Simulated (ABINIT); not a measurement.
A run of ABINIT 10.8.3 (patched build) is set up as follows.

run.abi

```
# Datasets: one volume each
ndtset 7
getwfk -1
scalecart1 3*0.9795861087
scalecart2 3*0.9864848297
scalecart3 3*0.9932883884
scalecart4 3*1.0000000000
scalecart5 3*1.0066227096
scalecart6 3*1.0131594038
scalecart7 3*1.0196128224

# Pseudopotentials
pp_dirpath "./"
pseudos "C.GGA_PBE-JTH.xml"

# Structure
acell 3*1.0 Angstrom
rprim
     0.0000000000     1.7833700000     1.7833700000
     1.7833700000     0.0000000000     1.7833700000
     1.7833700000     1.7833700000     0.0000000000
ntypat 1
znucl 6
natom 2
typat 1 1
xred
     0.7500000000     0.7500000000     0.7500000000
     0.5000000000     0.5000000000     0.5000000000

# Plane-wave basis
ecut 15.0
pawecutdg 30.0

# k points
kptopt 1
ngkpt 13 13 13
nshiftk 1
shiftk 0.0 0.0 0.0

# Exchange and correlation
ixc 11

# Bands and occupations
nband 8
occopt 3
tsmear 0.05 eV

# SCF cycle
nstep 100
tolvrs 1.0e-9

# Output
iomode 3
prtwf 1
prtden 0
prteig 0
prtebands 0
enunit 1
```

Potentials or basis: JTH PAW PBE v2.0.

Command:

```bash
$ abinit run.abi > log 2>&1
```

**Question.** Estimate the pressure derivative of the bulk modulus.

**Answer.** 3.9 (rough: it moves with the points fitted).

**Question.** Predict the bulk modulus.

**Answer.** 431 GPa.

Energy against volume, from the lowest point:
```csv
volume (Å³/atom),energy (meV/atom)
5.332,33.71
5.445,15.10
5.558,4.15
5.672,0.00
5.785,1.95
5.899,9.51
6.012,22.25
```

Caveat: the cutoff is too short for stress, so the log's stress isn't used; pressures at fixed basis lie under the slope of the energies; the atomic spheres overlap.

**The experiment to reproduce.**

“Equation of state of cubic boron nitride at high pressures and temperatures”, 2007, arxiv:cond-mat/0702656 quotes, for a bulk crystal of C: bulk modulus 442 ± 5 GPa.

A measured bulk modulus of C is 442 GPa (quoted in “Equation of state of cubic boron nitride at high pressures and temperatures”, 2007, arxiv:cond-mat/0702656); the calculated 431 GPa misses it by -2.6 %. 3 values of this kind are on record (442 to 444.8 GPa); this one was drawn at random among those near their median, those with a stated uncertainty first. The fit is for a static lattice scaled at fixed shape and fixed fractional positions. The cell as given is a measured one (5.67 Å³/atom); PBE puts the equilibrium volume +0.3 % from it, thermal expansion not counted.
